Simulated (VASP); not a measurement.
**TiO2 in VASP: one cell, several levels of theory**

One table from this session's results is given with a row withheld; the runs are named, their logs left out.

Program: VASP 6.6.1. PAW datasets, plane waves. Simulation only: spin-unpolarised, and no claim that this is the phase found in nature.

## The structure to begin with

The cell comes from an earlier relaxation with r2SCAN in another program.

The symmetry is Fm-3m (No. 225, cubic); conventional cell a = 4.794 Å, 9.18 Å³ an atom. Around Ti lie 8 O at 2.08 Å; around O lie 4 Ti at 2.08 Å.

Coordinates:

```cif
data_structure
_symmetry_space_group_name_H-M 'P 1'
_symmetry_Int_Tables_number 1
_cell_length_a 3.3896
_cell_length_b 3.3896
_cell_length_c 3.3896
_cell_angle_alpha 60.000
_cell_angle_beta 60.000
_cell_angle_gamma 60.000
_cell_volume 27.54
loop_
_atom_site_label
_atom_site_type_symbol
_atom_site_fract_x
_atom_site_fract_y
_atom_site_fract_z
_atom_site_occupancy
Ti1 Ti 0.00000 0.00000 0.00000 1
O1 O 0.25000 0.25000 0.25000 1
O2 O 0.75000 0.75000 0.75000 1
```

The first run:

The input, INCAR:

```
ENCUT = 520.000000
SIGMA = 0.020000
EDIFF = 1.00e-07
GGA = PE
PREC = Accurate
IBRION = -1
ISIF = 2
ISMEAR = -1
NBANDS = 19
NELM = 120
NSW = 0
LASPH = .TRUE.
LCHARG = .FALSE.
LWAVE = .FALSE.
LREAL = .FALSE.
```

The input, KPOINTS:

```
KPOINTS created by Atomic Simulation Environment
0
Gamma
10 10 10
0 0 0
```

The input, KPOINTS_OPT:

```
special points
6
Reciprocal
0.0000000000 0.0000000000 0.0000000000 1
0.5000000000 0.0000000000 0.5000000000 1
0.5000000000 0.2500000000 0.7500000000 1
0.3750000000 0.3750000000 0.7500000000 1
0.5000000000 0.5000000000 0.5000000000 1
0.6250000000 0.2500000000 0.6250000000 1
```

The input, POSCAR:

```
Ti O
 1.0000000000000000
     0.0000000000000000    2.3968272536098962    2.3968272536098962
     2.3968272536098962   -0.0000000000000000    2.3968272536098962
     2.3968272536098962    2.3968272536098962    0.0000000000000000
 Ti  O
   1   2
Cartesian
 -0.0000000000000000 -0.0000000000000000 -0.0000000000000000
  1.1984136268049479  1.1984136268049479  1.1984136268049479
  3.5952408804148437  3.5952408804148437  3.5952408804148437
```

Potentials: the recommended PBE PAW datasets, 24 valence electrons in the neutral cell.

Run with:

```bash
$ mpirun -np 1 vasp_std
```

Steps of the session up to this table: PBE; r2SCAN; LDA; PBEsol; Dielectric tensor and Born charges, PBE.

One of the session's tables, all rows but one given; the rest of the session is left out.

```
 level  gap (eV)
   PBE      1.13
r2SCAN      1.55
   LDA      1.00
PBEsol         ?
```

**Question.** Estimate the row for PBEsol.

**Answer.** gap (eV): 1.07. In the column «gap (eV)» it lies between LDA (1.00) and PBE (1.13).

What this shows: The gap runs from 1.00 eV (LDA) to 1.55 eV (r2SCAN). The pressure is highest with PBE (6.8 GPa) and lowest with LDA (-8.6 GPa), which orders the cells that they would relax to. A mean ε∞ of 10.0 means a refractive index near 3.16 below the gap.
